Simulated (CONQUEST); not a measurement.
BAs under changes of volume

One of the cells (13.626 Å³/atom); the others are scaled copies at fixed shape and fractional positions:

```
As B
1.0
     3.37785    0.00000    0.00000
     0.00000    3.37785    0.00000
     0.00000    0.00000    4.77700
As B
2 2
Direct
  0.00000 0.50000 0.25000
  0.50000 0.00000 0.75000
  0.00000 0.00000 0.00000
  0.50000 0.50000 0.50000
```

```yaml
Program: CONQUEST 1.3
Functional: PBE
Potentials_or_basis: PseudoDojo NC PBE, SZ, grid of 32 × 32 × 48 points
k_mesh: 8 × 8 × 6
Occupations: fermi-dirac, width 0.05 eV
Spin: no spin polarisation
```

| volume (Å³/atom) | energy over the lowest point (meV/atom) | pressure (GPa) | gap on the mesh (eV) |
| --- | --- | --- | --- |
| 12.809 | 131.52 | 24.2 | 3.11 |
| 13.081 | 94.05 | 19.8 | 3.08 |
| 13.354 | 63.71 | 15.8 | 3.06 |
| 13.626 | 39.91 | 12.3 | 3.04 |
| 13.899 | ? | ? | ? |
| 14.171 | 8.34 | 6.2 | 2.99 |
| 14.444 | 0.00 | 3.6 | 2.97 |

Q: What does the run at 13.899 Å³/atom give?

A: Energy over the lowest point 21.58 meV/atom; pressure 9.3 GPa; gap on the mesh 3.02 eV.

Worked out: A Birch-Murnaghan fit of order 3 (a polynomial in V^(-2/3)) to the other rows has no minimum within the range. It gives 21.52 meV/atom at 13.899 Å³/atom, against the run's 21.58, and -dE/dV = 9.2 GPa, against 9.3. A straight line through the other rows of the gap, of slope -1.15 eV per unit of ln V, gives 3.01 eV, against the run's 3.02.

Energies are extrapolated to zero smearing.

Caveats: the atomic basis is small; the basis of atomic orbitals isn't converged, which shifts pressures, moduli and gaps; the real-space grid breaks the cell's symmetry a little.

A mesh can miss the band edges. Spin-orbit coupling on As is left out.
